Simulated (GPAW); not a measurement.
# Magnetic state of Ni4 on Cu4 001 from several starts

Wanted: the moments of Ni4 on Cu4 001 and the energy of each order that was tried.

Program: GPAW 26.7.0. Level of theory: PBE; plane waves with GPAW's PAW setups, scalar-relativistic. Results are calculated unless marked as measured.

### Step 1. Set-up

The cell holds 8 atoms: 4 Cu and 4 Ni. Its edges and angles: a = 2.556 Å, b = 2.556 Å, c = 24.159 Å, α = 90.0°, β = 90.0°, γ = 90.0°. ideal sites on the substrate's mesh, layer spacings from atomic volumes, unrelaxed, 12 A of vacuum. Vacuum lies along c.

### Step 2. Run 1 (ferro ++++)

Parallel moments need no larger cell; this start tests for a ferromagnetic state only.

order1.py

```python
import json
import numpy as np
from ase import Atoms
from ase.parallel import paropen, parprint
from gpaw import GPAW

atoms = Atoms(['Cu', 'Cu', 'Cu', 'Cu', 'Ni', 'Ni', 'Ni', 'Ni'],
    cell=[[2.556191, 0.0, 0.0],
         [0.0, 2.556191, 0.0],
         [0.0, 0.0, 24.159264]],
    scaled_positions=[[0.0, 0.0, 0.248352],
         [0.5, 0.5, 0.323102],
         [0.0, 0.0, 0.397852],
         [0.5, 0.5, 0.472602],
         [0.0, 0.0, 0.544502],
         [0.5, 0.5, 0.61355],
         [0.0, 0.0, 0.682599],
         [0.5, 0.5, 0.751648]],
    pbc=True,
    magmoms=[0.0, 0.0, 0.0, 0.0, 0.8, 0.8, 0.8, 0.8])
atoms.calc = GPAW(mode={'name': 'pw', 'ecut': 450},
    xc='PBE',
    kpts={'size': (18, 18, 1), 'gamma': True},
    occupations={'name': 'fermi-dirac', 'width': 0.05},
    convergence={'density': 1e-05, 'energy': 1e-05},
    maxiter=200,
    mixer={'name': 'pulay', 'beta': 0.03, 'nmaxold': 8, 'weight': 100},
    symmetry={'tolerance': 1e-4},
    txt='order1.txt')
e = atoms.get_potential_energy(force_consistent=True)
res = {'free_energy': e, 'energy_sigma0': atoms.get_potential_energy(), 'fermi_energy': atoms.calc.get_fermi_level()}
res['moments'] = atoms.get_magnetic_moments().tolist()
res['total'] = atoms.get_magnetic_moment()
parprint('site moments (muB):', np.round(res['moments'], 3))
parprint(f"total moment: {res['total']:.3f} muB")
parprint(f'free energy: {e:.6f} eV')
atoms.calc.write('order1.gpw')
with paropen('results.json', 'w') as f:
    json.dump(res, f)
```

Run with:

```sh
$ OMP_NUM_THREADS=1 mpirun -n 4 gpaw python order1.py > order1.log
```

Numbers of over 12 decimals in the logs are rounded to 6 here.

The log of the run:

```text
site moments (muB): [-0.    -0.    -0.005 -0.004  0.449  0.67   0.706  0.766]
total moment: 2.424 muB
free energy: -42.035826 eV

--- order1.txt ---
Input parameters:
  mode=PW(ecut=450),
  convergence={'density': 1e-05, 'energy': 1e-05},
  kpts=MonkhorstPack(size=(18, 18, 1), gamma=True),
  maxiter=200,
  mixer=Pulay(name='pulay', nmaxold=8, beta=0.03, weight=100, sigma=0.015, g_ss=None),
  occupations=Occupations(name='fermi-dirac', width=0.05),
  symmetry=Symmetry(tolerance=0.0001),
  xc=XC(name='PBE')

Diagonalizing LCAO Hamiltonian
Converting LCAO to pw mode
   .-----.
  /|     |
 * |     |
 | |     |
 | |     |
 | |     |
 | |     |
 | |     |
 | | Ni  |
 | |     |
 | |     |
 | |     |
 Ni|     |
 | | Ni  |
 | |     |
 | |     |
 Ni|     |
 | | Cu  |
 | |     |
 | |     |
 Cu|     |
 | | Cu  |
 | |     |
 | |     |
 | |     |
 Cu|     |
 | |     |
 | |     |
 | |     |
 | |     |
 | .-----.
 |/     /
 *-----*

Atoms  # Å, Bohr magnetons
|   | symbol |        x |        y |         z |    initial magnetic moments |
|---|--------|----------|----------|-----------|-----------------------------|
| 0 |     Cu | 0.000000 | 0.000000 |  6.000002 | ( 0.0000,  0.0000,  0.0000) |
| 1 |     Cu | 1.278096 | 1.278096 |  7.805907 | ( 0.0000,  0.0000,  0.0000) |
| 2 |     Cu | 0.000000 | 0.000000 |  9.611812 | ( 0.0000,  0.0000,  0.0000) |
| 3 |     Cu | 1.278096 | 1.278096 | 11.417716 | ( 0.0000,  0.0000,  0.0000) |
| 4 |     Ni | 0.000000 | 0.000000 | 13.154768 | ( 0.0000,  0.0000,  0.8000) |
| 5 |     Ni | 1.278096 | 1.278096 | 14.822916 | ( 0.0000,  0.0000,  0.8000) |
| 6 |     Ni | 0.000000 | 0.000000 | 16.491089 | ( 0.0000,  0.0000,  0.8000) |
| 7 |     Ni | 1.278096 | 1.278096 | 18.159262 | ( 0.0000,  0.0000,  0.8000) |

Unit cell  # Å
| periodic |        x |        y |         z |   lengths |    angles |
|----------|----------|----------|-----------|-----------|-----------|
|      yes | 2.556191 | 0.000000 |  0.000000 |  2.556191 | 90.000000 |
|      yes | 0.000000 | 2.556191 |  0.000000 |  2.556191 | 90.000000 |
|      yes | 0.000000 | 0.000000 | 24.159264 | 24.159264 | 90.000000 |

Number of symmetries: 8

BZ-sampling:
  Number of BZ points: 324
  Number of IBZ points: 55

  Monkhorst-Pack size: [18, 18, 1]
  Monkhorst-Pack shift: [0.027778, 0.027778, 0.0]

K-points  # in reciprocal-cell coordinates
|     |                                coordinates |     weight |
|-----|--------------------------------------------|------------|
|   0 | ( -0.00000000,  -0.00000000,   0.00000000) | 0.00308642 |
|   1 | (  0.05555556,  -0.00000000,   0.00000000) | 0.01234568 |
|   2 | (  0.05555556,   0.05555556,   0.00000000) | 0.01234568 |
|   3 | (  0.11111111,  -0.00000000,   0.00000000) | 0.01234568 |
|   4 | (  0.11111111,   0.05555556,   0.00000000) | 0.02469136 |
|   5 | (  0.11111111,   0.11111111,   0.00000000) | 0.01234568 |
|   6 | (  0.16666667,  -0.00000000,   0.00000000) | 0.01234568 |
|   7 | (  0.16666667,   0.05555556,   0.00000000) | 0.02469136 |
|   8 | (  0.16666667,   0.11111111,   0.00000000) | 0.02469136 |
|   9 | (  0.16666667,   0.16666667,   0.00000000) | 0.01234568 |
| ... |                                            |            |
|  54 | (  0.50000000,   0.50000000,   0.00000000) | 0.00308642 |

Plane wave coefficients: 3467
Cutoff: 450.000000 eV

Spin-components: 2 (collinear spins)
Bands:           71
Projectors:      48
Spin-degeneracy: 1
Datatype:        complex128

Parallelization:
  kpt:    4
  domain: 1
  band:   1

Density:
  Valence electrons: 108.0
  Components: 2
  Grid points: [ 14  14 120]
  Charge: 0.0  # |e|

Potential:
  Grid points: [ 14  14 120]

species:
  Cu:
    name:    Copper
    Z:       29.0
    valence: 11
    core:    18
    charge:  0.0  # [|e|]
    compensation charges:
      type: gauss
      rc: 0.33  # [Å]
      lmax: 2
    cutoffs:
      filter: 2.06  # [Å]
      core: 2.43  # [Å]
    projectors
    | kind |    occ | energy [eV] | rcut [Å] |
    |------|--------|-------------|----------|
    |   4s |  1.000 |      -4.609 |    1.164 |
    |   4p |  0.000 |      -0.698 |    1.164 |
    |   3d | 10.000 |      -5.039 |    1.058 |
    |    s |        |      22.603 |    1.164 |
    |    p |        |      26.513 |    1.164 |
    |    d |        |      22.172 |    1.058 |

    Using partial waves for Cu as LCAO basis

  Ni:
    name:    Nickel
    Z:       28.0
    valence: 16
    core:    12
    charge:  0.0  # [|e|]
    compensation charges:
      type: gauss
      rc: 0.36  # [Å]
      lmax: 2
    cutoffs:
      filter: 2.14  # [Å]
      core: 1.98  # [Å]
    projectors
    | kind |    occ | energy [eV] | rcut [Å] |
    |------|--------|-------------|----------|
    |   4s |  2.000 |      -5.642 |    1.164 |
    |   3p |  6.000 |     -71.394 |    1.207 |
    |   4p |  0.000 |      -1.226 |    1.207 |
    |   3d |  8.000 |      -8.875 |    1.138 |
    |    s |        |      21.570 |    1.164 |
    |    d |        |      18.337 |    1.138 |

    Using partial waves for Ni as LCAO basis

Reference energy: -345557.801154  # eV

eigensolver:
  PPCG
  Converge bands: occupied
  niter=2

density mixing:
  Pulay-Mixer
  Linear mixing parameters: 0.03
  Old densities: 8
  Fourier metric: weight=100, sigma=0.015

occupation numbers:
  Fermi-Dirac:
    width: 0.0500  # eV

poisson solver:
  ecut: 3600.000000  # eV

xc functional:
  name: PBE with 2 nearest neighbor stencil

convergence criteria:
- Maximum integral of absolute [dens]ity change: 1e-05 electrons / valence electron
- Maximum [total energy] change in last 3 cyles: 1e-05 eV / valence electron
- Maximum integral of absolute [eigenst]ate change: 4e-08 eV^2 / valence electron
maximum number of iterations: 200

SCF iterations
|iter     |      energy | eigst |  dens |  magmom |
|---------|-------------|-------|-------|---------|
|iter:   1|       0s |  -63.683884 | +0.47 |       |  +3.2029|
|iter:   2|      11s | -131.134389 | +0.66 | -0.74 |  +3.1122|
|iter:   3|      21s |  -49.176554 | -0.14 | -0.57 |  +3.0984|
|iter:   4|      31s |  -44.012771 | -1.28 | -0.97 |  +3.0917|
|iter:   5|      42s |  -43.209747 | -1.92 | -1.17 |  +3.0673|
|iter:   6|      52s |  -42.673446 | -2.20 | -1.26 |  +3.0299|
|iter:   7|      63s |  -42.290407 | -2.41 | -1.33 |  +2.9890|
|iter:   8|      73s |  -41.968121 | -1.76 | -1.46 |  +2.8851|
|iter:   9|      83s |  -41.923961 | -2.50 | -1.65 |  +2.8352|
|iter:  10|      94s |  -41.937786 | -3.03 | -1.69 |  +2.7843|
[... 32 iterations left out ...]
|iter:  43|     417s |  -42.003496c| -7.97c| -4.44 |  +2.4242|
|iter:  44|     422s |  -42.003495c| -7.89c| -4.49 |  +2.4243|
|iter:  45|     427s |  -42.003494c| -8.07c| -4.56 |  +2.4243|
|iter:  46|     432s |  -42.003493c| -8.17c| -4.62 |  +2.4243|
|iter:  47|     436s |  -42.003493c| -8.08c| -4.67 |  +2.4244|
|iter:  48|     441s |  -42.003491c| -7.89c| -4.75 |  +2.4244|
|iter:  49|     446s |  -42.003491c| -8.15c| -4.87 |  +2.4244|
|iter:  50|     450s |  -42.003490c| -8.31c| -4.93 |  +2.4244|
|iter:  51|     455s |  -42.003490c| -8.45c| -5.00 |  +2.4243|
|iter:  52|     459s |  -42.003489c| -8.74c| -5.07c|  +2.4242|

Converged in 52 steps
Energy contributions relative to reference atoms: (reference = -345557.801154)

Energy contributions:
  Kinetic:         -25.691225
  Coulomb:          21.630455
  Zero:              0.972688
  External:          0.000000
  Xc:              -38.883071
  Entropy:          -0.064673
  Spinorbit:         0.000000
  ----------------------------
  Free energy:     -42.035826
  Extrapolated:    -42.003489

dipole moment: (-21.553859, -21.553859, -0.033706)  # |e|*Ang

Total magnetic moment: (0.000000, 0.000000, 2.424247)

Local magnetic moments
|        x |        y |         z |
|----------|----------|-----------|
| 0.000000 | 0.000000 | -0.000284 |  # Cu   0
| 0.000000 | 0.000000 | -0.000173 |  # Cu   1
| 0.000000 | 0.000000 | -0.004689 |  # Cu   2
| 0.000000 | 0.000000 | -0.004347 |  # Cu   3
| 0.000000 | 0.000000 |  0.448641 |  # Ni   4
| 0.000000 | 0.000000 |  0.669813 |  # Ni   5
| 0.000000 | 0.000000 |  0.706147 |  # Ni   6
| 0.000000 | 0.000000 |  0.766294 |  # Ni   7

Fermi level: 2.790
Eigenvalues  # (at kpt = [-0.000, -0.000, 0.000])
| band index |      eig [eV] | occ [0-1] |      eig [eV] | occ [0-1] |
|------------|---------------|-----------|---------------|-----------|
|          0 |       -61.378 |     1.000 |       -60.525 |     1.000 |
|        ... |               |           |               |           |
|         50 |         1.726 |     1.000 |         2.240 |     1.000 |
|         51 |         1.749 |     1.000 |         2.380 |     1.000 |
|         52 |         1.881 |     1.000 |         2.576 |     0.987 |
|         53 |         1.881 |     1.000 |         2.576 |     0.987 |
|         54 |         2.130 |     1.000 |         2.739 |     0.736 |
|         55 |         2.283 |     1.000 |         2.769 |     0.605 |
|         56 |         2.283 |     1.000 |         2.979 |     0.022 |
|         57 |         2.284 |     1.000 |         3.119 |     0.001 |
|         58 |         2.686 |     0.890 |         3.119 |     0.001 |
|         59 |         3.782 |     0.000 |         3.812 |     0.000 |
|         60 |         5.118 |     0.000 |         5.112 |     0.000 |
|         61 |         7.241 |     0.000 |         7.225 |     0.000 |
|         62 |         7.975 |     0.000 |         7.959 |     0.000 |
|         63 |         9.780 |     0.000 |         9.777 |     0.000 |
|         64 |        11.393 |     0.000 |        11.415 |     0.000 |
|        ... |               |           |               |           |
|         70 |        17.064 |     0.000 |        17.082 |     0.000 |

No gap
No difference between direct/indirect transitions
```

Elapsed: 8 min, on 4 MPI ranks of Arm Neoverse V2, shared host; peak memory 1.3 GiB.

Spin moment in the augmentation sphere by atom:

| atom | spin moment in the augmentation sphere (μB) |
| --- | --- |
| Cu1 | 0.000 |
| Cu2 | 0.000 |
| Cu3 | -0.005 |
| Cu4 | -0.004 |
| Ni5 | 0.449 |
| Ni6 | 0.670 |
| Ni7 | 0.706 |
| Ni8 | 0.766 |

Numbers from this step:

| Item | Value |
| --- | --- |
| magnetization | 2.424 μB |
| final state | ferromagnetic |

After 52 cycles the largest moment stands at 0.766 μB.

### Step 3. Order 2, typed as ferri +++-

Reversing part of the moments tests the sign of the couplings between them.

order2.py is the script of step 2 with these lines changed:

```diff
@@ -19,3 +19,3 @@
     pbc=True,
-    magmoms=[0.0, 0.0, 0.0, 0.0, 0.8, 0.8, 0.8, 0.8])
+    magmoms=[0.0, 0.0, 0.0, 0.0, 0.8, 0.8, 0.8, -0.8])
 atoms.calc = GPAW(mode={'name': 'pw', 'ecut': 450},
@@ -28,3 +28,3 @@
     symmetry={'tolerance': 1e-4},
-    txt='order1.txt')
+    txt='order2.txt')
 e = atoms.get_potential_energy(force_consistent=True)
@@ -36,3 +36,3 @@
 parprint(f'free energy: {e:.6f} eV')
-atoms.calc.write('order1.gpw')
+atoms.calc.write('order2.gpw')
 with paropen('results.json', 'w') as f:
```

Run with:

```sh
$ OMP_NUM_THREADS=1 mpirun -n 4 gpaw python order2.py > order2.log
```

The log of the run:

```text
site moments (muB): [-0.002 -0.002 -0.006 -0.003  0.495  0.664  0.286 -0.459]
total moment: 0.902 muB
free energy: -41.912375 eV

--- order2.txt ---
Input parameters:
  mode=PW(ecut=450),
  convergence={'density': 1e-05, 'energy': 1e-05},
  kpts=MonkhorstPack(size=(18, 18, 1), gamma=True),
  maxiter=200,
  mixer=Pulay(name='pulay', nmaxold=8, beta=0.03, weight=100, sigma=0.015, g_ss=None),
  occupations=Occupations(name='fermi-dirac', width=0.05),
  symmetry=Symmetry(tolerance=0.0001),
  xc=XC(name='PBE')

Diagonalizing LCAO Hamiltonian
Converting LCAO to pw mode
   .-----.
  /|     |
 * |     |
 | |     |
 | |     |
 | |     |
 | |     |
 | |     |
 | | Ni  |
 | |     |
 | |     |
 | |     |
 Ni|     |
 | | Ni  |
 | |     |
 | |     |
 Ni|     |
 | | Cu  |
 | |     |
 | |     |
 Cu|     |
 | | Cu  |
 | |     |
 | |     |
 | |     |
 Cu|     |
 | |     |
 | |     |
 | |     |
 | |     |
 | .-----.
 |/     /
 *-----*

Atoms  # Å, Bohr magnetons
|   | symbol |        x |        y |         z |    initial magnetic moments |
|---|--------|----------|----------|-----------|-----------------------------|
| 0 |     Cu | 0.000000 | 0.000000 |  6.000002 | ( 0.0000,  0.0000,  0.0000) |
| 1 |     Cu | 1.278096 | 1.278096 |  7.805907 | ( 0.0000,  0.0000,  0.0000) |
| 2 |     Cu | 0.000000 | 0.000000 |  9.611812 | ( 0.0000,  0.0000,  0.0000) |
| 3 |     Cu | 1.278096 | 1.278096 | 11.417716 | ( 0.0000,  0.0000,  0.0000) |
| 4 |     Ni | 0.000000 | 0.000000 | 13.154768 | ( 0.0000,  0.0000,  0.8000) |
| 5 |     Ni | 1.278096 | 1.278096 | 14.822916 | ( 0.0000,  0.0000,  0.8000) |
| 6 |     Ni | 0.000000 | 0.000000 | 16.491089 | ( 0.0000,  0.0000,  0.8000) |
| 7 |     Ni | 1.278096 | 1.278096 | 18.159262 | ( 0.0000,  0.0000, -0.8000) |

Unit cell  # Å
| periodic |        x |        y |         z |   lengths |    angles |
|----------|----------|----------|-----------|-----------|-----------|
|      yes | 2.556191 | 0.000000 |  0.000000 |  2.556191 | 90.000000 |
|      yes | 0.000000 | 2.556191 |  0.000000 |  2.556191 | 90.000000 |
|      yes | 0.000000 | 0.000000 | 24.159264 | 24.159264 | 90.000000 |

Number of symmetries: 8

BZ-sampling:
  Number of BZ points: 324
  Number of IBZ points: 55

  Monkhorst-Pack size: [18, 18, 1]
  Monkhorst-Pack shift: [0.027778, 0.027778, 0.0]

Plane wave coefficients: 3467
Cutoff: 450.000000 eV

Spin-components: 2 (collinear spins)
Bands:           70
Projectors:      48
Spin-degeneracy: 1
Datatype:        complex128

Parallelization:
  kpt:    4
  domain: 1
  band:   1

Density:
  Valence electrons: 108.0
  Components: 2
  Grid points: [ 14  14 120]
  Charge: 0.0  # |e|

Potential:
  Grid points: [ 14  14 120]

[... setups left out ...]
Reference energy: -345557.801154  # eV

eigensolver:
  PPCG
  Converge bands: occupied
  niter=2

density mixing:
  Pulay-Mixer
  Linear mixing parameters: 0.03
  Old densities: 8
  Fourier metric: weight=100, sigma=0.015

occupation numbers:
  Fermi-Dirac:
    width: 0.0500  # eV

poisson solver:
  ecut: 3600.000000  # eV

xc functional:
  name: PBE with 2 nearest neighbor stencil

convergence criteria:
- Maximum integral of absolute [dens]ity change: 1e-05 electrons / valence electron
- Maximum [total energy] change in last 3 cyles: 1e-05 eV / valence electron
- Maximum integral of absolute [eigenst]ate change: 4e-08 eV^2 / valence electron
maximum number of iterations: 200

SCF iterations
|iter     |      energy | eigst |  dens |  magmom |
|---------|-------------|-------|-------|---------|
|iter:   1|       0s |  -63.695030 | +0.48 |       |  +1.6014|
|iter:   2|      10s | -130.665187 | +0.72 | -0.74 |  +1.5564|
|iter:   3|      20s |  -49.083011 | -0.07 | -0.59 |  +1.5480|
|iter:   4|      30s |  -43.954550 | -1.07 | -0.97 |  +1.5613|
|iter:   5|      40s |  -43.117625 | -1.84 | -1.15 |  +1.5736|
|iter:   6|      49s |  -42.644878 | -2.24 | -1.23 |  +1.5432|
|iter:   7|      59s |  -42.199372 | -2.35 | -1.30 |  +1.5326|
|iter:   8|      68s |  -41.873658 | -1.79 | -1.43 |  +1.4843|
|iter:   9|      78s |  -41.854959 | -2.28 | -1.56 |  +1.4555|
|iter:  10|      87s |  -41.862061 | -2.93 | -1.58 |  +1.4302|
[... 74 iterations left out ...]
|iter:  85|     701s |  -41.868831c| -7.71c| -4.62 |  +0.9036|
|iter:  86|     706s |  -41.868831c| -8.07c| -4.77 |  +0.9034|
|iter:  87|     710s |  -41.868833c| -7.97c| -4.82 |  +0.9031|
|iter:  88|     715s |  -41.868835c| -8.37c| -4.87 |  +0.9028|
|iter:  89|     720s |  -41.868836c| -8.40c| -4.89 |  +0.9027|
|iter:  90|     725s |  -41.868838c| -8.22c| -4.90 |  +0.9025|
|iter:  91|     729s |  -41.868838c| -8.58c| -4.93 |  +0.9026|
|iter:  92|     734s |  -41.868839c| -8.64c| -4.96 |  +0.9026|
|iter:  93|     738s |  -41.868839c| -8.45c| -4.98 |  +0.9024|
|iter:  94|     743s |  -41.868839c| -8.61c| -5.02c|  +0.9023|

Converged in 94 steps
Energy contributions relative to reference atoms: (reference = -345557.801154)

Energy contributions:
  Kinetic:         -26.012283
  Coulomb:          21.927957
  Zero:              0.973170
  External:          0.000000
  Xc:              -38.714146
  Entropy:          -0.087072
  Spinorbit:         0.000000
  ----------------------------
  Free energy:     -41.912375
  Extrapolated:    -41.868839

dipole moment: (-21.549803, -21.549803, -0.040606)  # |e|*Ang

Total magnetic moment: (0.000000, 0.000000, 0.902320)

Local magnetic moments
|        x |        y |         z |
|----------|----------|-----------|
| 0.000000 | 0.000000 | -0.001503 |  # Cu   0
| 0.000000 | 0.000000 | -0.001836 |  # Cu   1
| 0.000000 | 0.000000 | -0.005912 |  # Cu   2
| 0.000000 | 0.000000 | -0.003416 |  # Cu   3
| 0.000000 | 0.000000 |  0.495318 |  # Ni   4
| 0.000000 | 0.000000 |  0.663933 |  # Ni   5
| 0.000000 | 0.000000 |  0.286371 |  # Ni   6
| 0.000000 | 0.000000 | -0.458794 |  # Ni   7

Fermi level: 2.762
Eigenvalues  # (at kpt = [-0.000, -0.000, 0.000])
| band index |      eig [eV] | occ [0-1] |      eig [eV] | occ [0-1] |
|------------|---------------|-----------|---------------|-----------|
|          0 |       -61.329 |     1.000 |       -60.642 |     1.000 |
|        ... |               |           |               |           |
|         48 |         1.597 |     1.000 |         1.842 |     1.000 |
|         49 |         1.641 |     1.000 |         1.906 |     1.000 |
|         50 |         1.998 |     1.000 |         2.150 |     1.000 |
|         51 |         2.013 |     1.000 |         2.193 |     1.000 |
|         52 |         2.046 |     1.000 |         2.303 |     1.000 |
|         53 |         2.046 |     1.000 |         2.303 |     1.000 |
|         54 |         2.231 |     1.000 |         2.515 |     0.993 |
|         55 |         2.710 |     0.735 |         2.756 |     0.530 |
|         56 |         2.771 |     0.452 |         2.768 |     0.467 |
|         57 |         2.771 |     0.452 |         2.929 |     0.034 |
|         58 |         2.824 |     0.224 |         2.929 |     0.034 |
|         59 |         3.775 |     0.000 |         3.804 |     0.000 |
|         60 |         5.144 |     0.000 |         5.128 |     0.000 |
|         61 |         7.233 |     0.000 |         7.236 |     0.000 |
|         62 |         7.971 |     0.000 |         7.990 |     0.000 |
|         63 |         9.786 |     0.000 |         9.788 |     0.000 |
|        ... |               |           |               |           |
|         69 |        17.076 |     0.000 |        17.082 |     0.000 |

No gap
No difference between direct/indirect transitions
```

The job ended after 13 min (4 MPI ranks; peak memory 1.3 GiB).

Spin moment in the augmentation sphere by atom:

| atom | spin moment in the augmentation sphere (μB) |
| --- | --- |
| Cu1 | -0.002 |
| Cu2 | -0.002 |
| Cu3 | -0.006 |
| Cu4 | -0.003 |
| Ni5 | 0.495 |
| Ni6 | 0.664 |
| Ni7 | 0.286 |
| Ni8 | -0.459 |

Numbers from this step:

- magnetization: 0.9023 μB
- final state: ferrimagnetic

It lies 30.9 meV a seeded atom over the first start, and its largest moment is 0.664 μB against 0.766 μB.

### Step 4. Energies of the orders

These are free energies at a smearing of 0.05 eV, so its entropy term is in the differences. They are divided by the number of seeded atoms, so that cells of unlike size compare.

Orders:

| start | final state | typed order kept | energy over the lowest (meV a seeded atom) | largest site moment (μB) | net moment (μB a primitive cell) | mesh matched | CPU time (s) |
| --- | --- | --- | --- | --- | --- | --- | --- |
| ferro ++++ | ferromagnetic | yes | 0 | 0.7663 | 2.424 | yes | 1913 |
| ferri +++- | ferrimagnetic | yes | 30.86 | 0.6639 | 0.9023 | yes | 3045 |

### Step 5. Outcome

| Quantity | Value |
| --- | --- |
| lowest state found | ferromagnetic (typed ferro ++++) |
| largest site moment | 0.766 μB |
| next state | ferrimagnetic, 30.9 meV a seeded atom higher |

The lowest state found is ferromagnetic, reached from the start ferro ++++, with moments up to 0.766 μB. The next state costs 31 meV a seeded atom. Only 2 starts are shown; other collinear patterns, canted and longer-period orders are not.

[Logs and program files are shortened in this print: banners, set-up blocks, solver, clock and traceback lines can be left out without a mark of their own.]

[Logs are printed without paths, hosts, clocks, repeated set-up lines and the standing remarks that a program may print on its own settings, such as how far it seeks lower states.]

[Hosts, paths, dates, database ids (printed as entryN), source tags and the programs' standing remarks are cut or masked in the printed files.]

[Where a cell is said to come from a database of computed structures, the database is the Materials Project.]
